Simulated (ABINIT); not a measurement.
Pt in ABINIT: convergence with boxcutmin

Input of the first run (boxcutmin 1.3); the others differ in this setting and in those tied to it:

run.abi

```
# Pseudopotentials
pp_dirpath "./"
pseudos "Pt.GGA_PBE-JTH.xml"

# Structure
acell 5.2404588053 5.2404588053 5.2404588053
rprim
     0.0000000000     0.7071067812     0.7071067812
     0.7071067812     0.0000000000     0.7071067812
     0.7071067812     0.7071067812     0.0000000000
ntypat 1
znucl 78
natom 1
typat 1
xred
     0.0000000000     0.0000000000     0.0000000000

# Plane-wave basis
ecut 19.0
pawecutdg 38.0

# k points
kptopt 1
ngkpt 12 12 12
nshiftk 1
shiftk 0.0 0.0 0.0

# Exchange and correlation
ixc -497498
usekden 1
pawxcdev 0

# Bands and occupations
nband 9
occopt 3
tsmear 0.1 eV

# SCF cycle
nstep 100
tolvrs 1.0e-7
boxcutmin 1.3

# Output
iomode 3
prtwf 0
prtden 0
prteig 0
prtebands 0
enunit 2
```

Potentials or basis: JTH PAW PBE v2.0.

Command:

```console
$ abinit run.abi > log 2>&1
```

Hardware: 1 thread of Arm Neoverse V2, on a shared host.

```
boxcutmin  energy less the tightest run, at zero smearing (meV/atom)  pressure (GPa)  SCF cycles  CPU time (s)  peak memory (GiB)
      1.3                                                      -0.27            6.36          16            22               0.09
      1.5                                                       0.01            6.43          18            26               0.09
      1.7                                                       0.08            6.33          18            32                0.1
     1.85                                                       0.13            6.40          18            37                0.1
        2                                                       0.13            6.40          18            56                0.1
      2.3                                                       0.02            6.39          18            57               0.11
      2.7                                                       0.00            6.36          18            99               0.13
```

Against the tightest run, the energy stays within 1 meV/atom from 1.3 on; the pressure stays within 0.1 GPa from 1.3 on. The tightest run that finished is the yardstick and may itself not be fully converged.

Caveat, for the tightest run too: the PAW data sets were made with another functional, which shifts forces and pressure a little. The run has no spin-orbit coupling, so splittings on Pt are missing.
